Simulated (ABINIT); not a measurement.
# CoO: single point with PBE

Crystal: CoO.

```
Co O
1.0
     0.00000    2.12254    2.12254
     2.12254    0.00000    2.12254
     2.12254    2.12254    0.00000
Co O
1 1
Direct
  0.00000 0.00000 0.00000
  0.50000 0.50000 0.50000
```

The cell isn't the ideal one: cell relaxed.

```
Program             : ABINIT 10.8.3 (patched build)
Task                : single point
Functional          : PBE
Potentials or basis : JTH PAW PBE v2.0
Cutoff              : 707 eV
k mesh              : 8 × 8 × 8
Occupations         : fermi-dirac, width 0.05 eV
Spin                : collinear spin, ferromagnetic start
Starting moments    : [2.0, 0.0] μB
```

```json
{
  "Pressure": "-0.4 GPa",
  "Band gap on the k mesh": "none (metal or under the smearing width)",
  "Net moment": "2.87 μB per cell",
  "Site moments": "Co +2.54; O +0.27 μB",
  "Valence electrons inside the program's atomic spheres": "Co 15.28; O 4.50"
}
```

Levels at points of the mesh, in eV from the Fermi level:
Spin up:
| k point | band 9 | band 10 | band 11 | band 12 | band 13 | band 14 | band 15 | band 16 |
| --- | --- | --- | --- | --- | --- | --- | --- | --- |
| (0.00, 0.00, 0.00) | -3.23 | -3.23 | -3.08 | -3.08 | -3.08 | 0.96 | 16.77 | 18.07 |
| (0.50, 0.00, 0.00) | -2.33 | -2.33 | -1.78 | 0.12 | 0.12 | 5.00 | 9.36 | 13.40 |
| (0.50, 0.50, 0.00) | -3.96 | -2.91 | -2.39 | -2.04 | -2.04 | 5.83 | 9.81 | 11.65 |
Spin down:
```tsv
k point	band 6	band 7	band 8	band 9	band 10	band 11	band 12	band 13	band 14	band 15
(0.00, 0.00, 0.00)	-2.70	-2.70	-2.70	-1.13	-1.13	-1.13	0.06	0.06	1.49	16.66
(0.50, 0.00, 0.00)	-7.75	-4.76	-4.76	-0.13	-0.13	0.17	2.73	2.73	5.29	10.13
(0.50, 0.50, 0.00)	-6.54	-3.96	-3.96	-2.29	0.13	0.13	0.55	1.02	6.67	10.26
```

Run time: 75 s on 1 thread of Arm Neoverse V1, with other jobs on the host, peak memory 0.13 GiB.

Caveat: a cell with one magnetic atom can't hold antiferromagnetic order, which such compounds often take; semilocal functionals often make such compounds metallic where correlation or magnetic order opens a gap, which also shifts bond lengths.
